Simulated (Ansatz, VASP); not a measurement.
## One calculation of C, two programs

```
C
1.0
     1.22993    0.71010    3.33530
    -1.22993    0.71010    3.33530
     0.00000   -1.42021    3.33530
C
2
Direct
  0.16642 0.16642 0.16642
  0.83358 0.83358 0.83358
```

Alike in both runs: functional PBEsol; k mesh 6 × 6 × 6; occupations gaussian, width 0.1 eV; no spin polarisation.

Ansatz relaxed the structure, and its values are those at the end. VASP's run is a single point on that final structure, the one shown.

|  | VASP | Ansatz |
| --- | --- | --- |
| version | VASP 6.6.1 | Ansatz 0.2.0 |
| potentials or method | VASP PAW PBE potentials, release 64 (C) | scalar-relativistic, plane waves, PAW |
| plane-wave cutoff (eV) | 520 | 420 |
| valence electrons in the cell | 8 | 8 |

|  | VASP | Ansatz | Ansatz less VASP |
| --- | --- | --- | --- |
| gap on the k mesh at the Fermi level (eV) | 0.70 | 0.70 | -0.001 |
| least direct gap on the mesh (eV) | 0.70 | 0.70 | -0.001 |
| pressure (GPa) | 0.7 | 0.1 | -0.66 |

Caveats: the k mesh is coarse (spacing up to 0.50 Å⁻¹), so the values aren't converged; the PAW data sets were made with another functional, which shifts forces and pressure a little (VASP).
